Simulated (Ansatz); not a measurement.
**LiCl and its competing phases**

Level of theory: DFT PBE, scalar-relativistic, plane waves, PAW (Ansatz 0.2.0). Settings: cutoff 420 eV, Γ-centred meshes spaced at most about 0.3 Å⁻¹ (2π included), Gaussian smearing. No spin polarisation.

Formation energies are uncorrected and refer to the elements' standard structures at the same level (Cl₂ as a molecule).

All energies are static (0 K, no zero-point motion).

The competitors are the elements and 1 reference phase of this chemical system (from databases or known types: LiCl), relaxed at the same level; other known phases may be missing.

The candidate was reached from: 4-connected net, two elements alternating.

```cif
data_structure
_symmetry_space_group_name_H-M 'P 1'
_symmetry_Int_Tables_number 1
_cell_length_a 6.1922
_cell_length_b 6.1922
_cell_length_c 3.7013
_cell_angle_alpha 90.000
_cell_angle_beta 90.000
_cell_angle_gamma 120.000
_cell_volume 122.91
loop_
_atom_site_label
_atom_site_type_symbol
_atom_site_fract_x
_atom_site_fract_y
_atom_site_fract_z
_atom_site_occupancy
Li1 Li 0.61218 0.00000 0.66667 1
Li2 Li 0.00000 0.61218 0.33333 1
Li3 Li 0.38782 0.38782 0.00000 1
Cl1 Cl 0.36023 0.00000 0.16667 1
Cl2 Cl 0.00000 0.36023 0.83333 1
Cl3 Cl 0.63977 0.63977 0.50000 1
```

Q: Where does it stand against these competitors?

A: Not the lowest form: another structure of the same formula lies lower. Its formation energy is -1.838 eV/atom. The lowest competing phase at this composition is this:

```csv
phase,space group,source,share of atoms,ΔE_f (eV/atom)
LiCl,P6_3mc (No. 186),Materials Project,1.0000,-1.878
```

The candidate lies 40 meV/atom above this phase (39 meV/atom from unrounded values). The candidate matches no cell in the subsets of the Crystallography Open Database and the Materials Project at hand. Such a margin is small enough for a metastable phase. Checks: phonons real on a 1×1×2 q mesh, imaginary between its points (to 11i cm⁻¹, which can come from the interpolation). The Crystallography Open Database lists this formula in another space group (No. 225).
